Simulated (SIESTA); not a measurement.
The system is P.

```
P
1.0
     1.64774   -5.46504    0.00000
     1.64774    5.46504    0.00000
     0.00000    0.00000    4.54364
P
4
Direct
  0.90414 0.09586 0.58882
  0.09586 0.90414 0.41118
  0.59586 0.40414 0.08882
  0.40414 0.59586 0.91118
```

Base run:

| Item | Value |
| --- | --- |
| Program | SIESTA 5.4.2 |
| Functional | PBE |
| Potentials or basis | PseudoDojo 0.4 standard (PBE files) |
| Basis | DZP (energy shift 0.003 Ry) |
| Grid cutoff | 500 Ry |
| Energy shift | 0.003 Ry |
| k mesh | 8 × 8 × 6 |
| Occupations | fermi-dirac, width 0.05 eV |
| Spin | no spin polarisation |

Its results: band gap on the k mesh 0.13 eV, direct; pressure 3.6 GPa; largest force 0.611 eV/Å.

Q: After a change of settings the same cell gave: band gap on the k mesh 0.26 eV, direct; pressure 28.5 GPa; largest force 4.608 eV/Å. Which change was it?
A. functional from PBE to vdW-DF-cx
B. functional from PBE to PBEsol; potentials or basis from PseudoDojo 0.4 standard (PBE files) to PseudoDojo 0.4 standard (PBEsol files)
C. basis from DZP (energy shift 0.003 Ry) to DZP (energy shift 0.01 Ry); energy shift from 0.003 Ry to 0.01 Ry
D. basis from DZP (energy shift 0.003 Ry) to SZ (energy shift 0.003 Ry)

A: D.

Caveats: the basis of atomic orbitals isn't converged, which shifts pressures, moduli and gaps; the basis has no polarisation orbitals (some runs); a pressure of tens of GPa on the cell as given is suspect, and the run, the potentials or the cell itself is likely at fault (some runs); forces of over 1 eV/Å show positions far from the minimum, so gaps and moduli don't describe the material at rest (some runs).
